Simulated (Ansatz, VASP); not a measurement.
Bi in VASP and in Ansatz

INCAR

```
ALGO     = Normal         # electronic algorithm
EDIFF    = 1E-6           # SCF threshold, eV
ENCUT    = 520            # plane-wave cutoff, eV
GGA      = PE             # functional
ISIF     = 2              # what is computed and relaxed
ISMEAR   = 0              # smearing method
LASPH    = T              # aspherical terms in the spheres
LCHARG   = F              # write CHGCAR
LREAL    = F              # projectors in reciprocal space
LWAVE    = F              # write WAVECAR
NBANDS   = 14             # bands
NELM     = 60             # most SCF steps
PREC     = Accurate       # precision mode
SIGMA    = 0.028000000000000004 # smearing width, eV
```

Contents of KPOINTS:

```
k-points
0
Gamma
  9 9 9
```

Contents of POSCAR:

```
Bi
1.0
   -1.9814305318      1.9814305318      1.9814305318
    1.9814305318     -1.9814305318      1.9814305318
    1.9814305318      1.9814305318     -1.9814305318
Bi
1
Direct
    0.0000000000      0.0000000000      0.0000000000
```

Contents of input.yaml:

```yaml
crystal:
  lattice:
    - [-1.9814305318, 1.9814305318, 1.9814305318]
    - [1.9814305318, -1.9814305318, 1.9814305318]
    - [1.9814305318, 1.9814305318, -1.9814305318]
  atoms:
    - { symbol: Bi, position: [0.0, 0.0, 0.0] }
kpoints:
  mp_grid: { grid: [9, 9, 9] }
scf:
  occupations: { method: gaussian, width: 0.028 }
hamiltonian:
  xc: pbe
  pseudopotentials: { kind: all_electron, lapw: { basis_error: 0.001 } }
output:
  forces: true
  stress: true
  eigenvalues: true
```

This isn't the form of Bi at room conditions, which is rhombohedral.

Alike in both runs: task single point; functional PBE; k mesh 9 × 9 × 9; occupations gaussian, width 0.028 eV; no spin polarisation.

|  | VASP | Ansatz |
| --- | --- | --- |
| version | VASP 6.6.1 | Ansatz 0.2.0 |
| potentials or method | VASP PAW PBE potentials, release 64 (Bi_d) | all-electron LAPW, scalar-relativistic |
| plane-wave cutoff (eV) | 520 | see its input |

|  | VASP | Ansatz | Ansatz less VASP |
| --- | --- | --- | --- |
| gap on the k mesh at the Fermi level (eV) | none | none | - |
| pressure (GPa) | 0.8 | 0.9 | +0.08 |

A gap of «none» marks a metal or a gap that the smearing closes. Ansatz ran all-electron here, so the differences hold the error of VASP's frozen core and of both bases.

Caveats: spin-orbit coupling is left out, which moves the levels of the heavy elements.
